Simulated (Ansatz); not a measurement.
`FC(F)(F)C(F)(F)C(F)(F)F` + H–F → hexafluoroethane + trifluoromethane  (substitution at a C–C bond)

Computed with Ansatz on PBE0-D4/def2-TZVP structures; ΔE is electronic, products minus reactants. CCSD(T)/CBS is the MP2 limit (def2-TZVPP, def2-QZVPP) plus CCSD(T) − MP2 in def2-TZVPP, frozen cores. This one scheme is used for every species. Functionals use def2-TZVPP. B3LYP here is the variant with VWN-RPA as its local correlation; programs differ in this.

CCSD(T)/CBS gives -3.9 kcal/mol.

Question: Another level gave -6.4 kcal/mol. Which?
A. B3LYP/def2-TZVPP
B. PBE0/def2-TZVPP
C. r2SCAN-D4/def2-TZVPP
D. revPBE-D4/def2-TZVPP

Answer: C. r2SCAN-D4 -6.4, B3LYP -9.3, revPBE-D4 -5.4, PBE0 -7.8 kcal/mol.

Question: What do rigid-rotor, harmonic-oscillator terms from PBE0-D4/def2-TZVP frequencies (298.15 K, 1 bar) make of the CCSD(T)/CBS value? (An estimate is asked.)

Answer: The calculation gave: ΔZPE = +2.2 kcal/mol, ΔH = -2.7 kcal/mol, ΔS = 13 J/(mol·K), ΔG = -3.6 kcal/mol. Modes under 50 cm⁻¹ make the entropy rough.

Largest T1 diagnostic among the species: 0.012.

In def2-TZVPP, CCSD(T) changes the Hartree–Fock value by +7.1 kcal/mol (the triples alone add +0.8 kcal/mol) and MP2 by +7.7 kcal/mol. Leaving LDA and LC-ωPBE aside and taking each functional with its dispersion term where it has one, the values, not all of them listed here, spread over 2.2 kcal/mol, from B2PLYP to revPBE-D4. LDA lies +2.7 kcal/mol from PBE without D4. At CCSD(T), def2-SVP lies −4.0 kcal/mol from the extrapolated value and def2-TZVPP −1.3 kcal/mol.

CCSD(T)/CBS has its own doubt, a few kJ/mol and more with outer-core shells, so smaller differences from it don't rank the levels.
